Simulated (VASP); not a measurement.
**Nd: equation of state with PBE**

Nd:

```
Nd
1.0
     0.00000    2.60492    2.60492
     2.60492    0.00000    2.60492
     2.60492    2.60492    0.00000
Nd
1
Direct
  0.00000 0.00000 0.00000
```

This isn't the form of Nd at room conditions, which is double hcp.

```
Program                : VASP 6.6.1
Task                   : equation of state
Functional             : PBE
Potentials or basis    : VASP PAW PBE potentials, release 64 (Nd)
Cutoff                 : 520 eV
k mesh                 : 9 × 9 × 9
Occupations            : fermi-dirac, width 0.05 eV
Spin                   : collinear spin, ferromagnetic start
Starting moments       : [3.0] μB
Further INCAR settings : ALGO = Normal; EDIFF = 1e-07; NBANDS = 17
```

- Equilibrium volume: 35.29 Å³/atom (rough: see the caveat)
- Bulk modulus: 17.5 GPa (rough)

Energy against volume, from the lowest point:
```csv
volume (Å³/atom),energy (meV/atom)
33.231,6.36
33.938,2.86
34.645,0.68
35.352,0.00
36.059,0.95
36.766,3.49
37.473,7.47
```

All runs of the series together: 8 min on 1 thread of Intel(R) Xeon(R) Platinum 8559C (Emerald Rapids), on a shared host.

Caveat: the fit is doubtful: noisy points or a state that changes with volume; the magnetic or orbital state may not be the lowest. The state reached can hang on the start; a lower one may exist.
